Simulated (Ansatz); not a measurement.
# CdS: the cost of one run

Program: Ansatz 0.2.0. Level of theory: DFT PBE, scalar-relativistic, plane waves, PAW. These are calculated values, not measurements.

### Step 1. The starting structure

It takes space group Immm (No. 71, orthorhombic). Conventional cell: a = 3.699 Å, b = 4.153 Å, c = 6.828 Å, α = 90.00°, β = 90.00°, γ = 90.00°. Around Cd (site symmetry mmm) lie 2 S at 2.08 Å. Around S (site symmetry mmm) lie 2 Cd at 2.08 Å.

As a file:

```xyz
2
Lattice="-1.8496 2.0764 3.4141 1.8496 -2.0764 3.4141 1.8496 2.0764 -3.4141" Properties=species:S:1:pos:R:3 pbc="T T T"
Cd    0.0000    0.0000    0.0000
S     0.0000    2.0764    0.0000
```

The cell is invented: random cell by space group and Wyckoff sites (Immm, No. 71). Its size is a rough estimate.

### Step 2. A first look at the guess

Input file input.yaml:

```yaml
crystal:
  lattice:
    - [-1.84964694, 2.0764155, 3.4140901]
    - [1.84964694, -2.0764155, 3.4140901]
    - [1.84964694, 2.0764155, -3.4140901]
  atoms:
    - { symbol: Cd, position: [0.0, 0.0, 0.0] }
    - { symbol: S, position: [0.5, 0.0, 0.5] }
basis:
  ecutwfc: 420
kpoints:
  mp_grid: { grid: [6, 6, 6] }
hamiltonian:
  xc: pbe
scf:
  occupations: { method: gaussian, width: 0.1 }
  lower_state_search: "off"
output:
  forces: true
  stress: true
  eigenvalues: true
```

The run is started by

```console
$ ansatz run input.yaml --threads 1 --pin off --max-ram 2560MiB --backend cpu --events-out ev --progress --plain --runs-dir out
```

**Question.** How long does this run take on 1 thread of Intel Xeon Platinum 8488C (Sapphire Rapids), shared host, and how much memory does it need?

About 1.5 s, with a peak of 0.37 GiB.
